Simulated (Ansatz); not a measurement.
C: energy less reference against wave cutoff

One setting of a density functional single point varied, free energy counted from the run at the reference value, pressure positive in compression; periodic cell, basis, potentials, k mesh and filling as listed. The results are calculated, by Ansatz 0.2.0.

Structure of every row (space group C2/m, No. 12):
```
C
1.0
      2.1273    -1.2283     0.0000
      2.1273     1.2283     0.0000
     -1.3791     0.0000     3.5028
C
2
Direct
  0.83336 0.83336 0.00009
  0.16664 0.16664 0.99991
```

Settings of every row: functional PBEsol; dispersion D4; potentials PAW; k mesh 14x14x9; k shift 0x0x0; occupations fermi dirac; smearing width 0.1 eV; spin none; varied setting wave cutoff; reference wave cutoff 550 eV.

Limits: the cell comes from a prototype or a list of computed structures and needn't be the stable phase.

Limits of some rows: cutoff under the advised one (row 1, 2, 3).

| row | wave cutoff (eV) | energy less reference (meV/atom) |
| --- | --- | --- |
| 1 | 300 | 126.54 |
| 2 | 350 | 28.99 |
| 3 | 400 | 6.06 |
| 4 | 450 | ? |
| 5 | 500 | 0.22 |
| 6 | 550 | 0 |

Question: what energy less reference should row 4 give?

Worked fit of energy less reference. Measure energy less reference from the row at the highest cutoff, 0.00 meV/atom, and take the logarithm of what remains: 300 → 4.84, 350 → 3.37, 400 → 1.80, 500 → -1.51. A straight line through these is ln|rest| = 14.482 − 0.03189 × cutoff, so the rest falls by a factor of e every 31.4 eV; from 4 rows that is a rough guide, not a law, and the row at the highest cutoff isn't the limit itself. At 450 eV the line gives ln|rest| = 0.131, a rest of 1.14 meV/atom, and so 0.00 + 1.14 = 1.14 meV/atom.

The calculation gave 0.95 meV/atom. The fit lies 0.19 meV/atom (20 % of the value, 0.15 % of the column's range) above it; its largest miss of a shown row is 9.78 meV/atom.
